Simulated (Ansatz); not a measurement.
A run of Ansatz 0.2.0 is set up as follows.

File input.yaml:

```yaml
crystal:
  lattice:
    - [-1.665768, 1.765633, 2.295809]
    - [1.744419, -1.799058, 2.379262]
    - [1.68238, 1.815212, -2.321189]
  atoms:
    - { symbol: Sn, position: [-0.004954, -0.011652, -0.003302] }
hamiltonian:
  xc: pbe
  pseudopotentials: { kind: paw }
kpoints:
  mp_grid: { grid: [11, 11, 11] }
scf:
  occupations: { method: fermi_dirac, width: 0.05 }
output:
  forces: true
  stress: true
  eigenvalues: true
```

Potentials or basis: Ansatz PAW.

Launch:

```sh
$ ansatz run input.yaml --threads 1 --pin off --max-ram 2560MiB --backend cpu --events-out ev --progress --plain --runs-dir out
```

What does it give for the pressure?

-1.0 GPa.

Predict the band gap on the k mesh.

none (metal or under the smearing width).

Stress tensor (GPa, compression positive):
```
-0.13 -0.02 -0.62
-0.02 -1.98  0.18
-0.62  0.18 -0.88
```
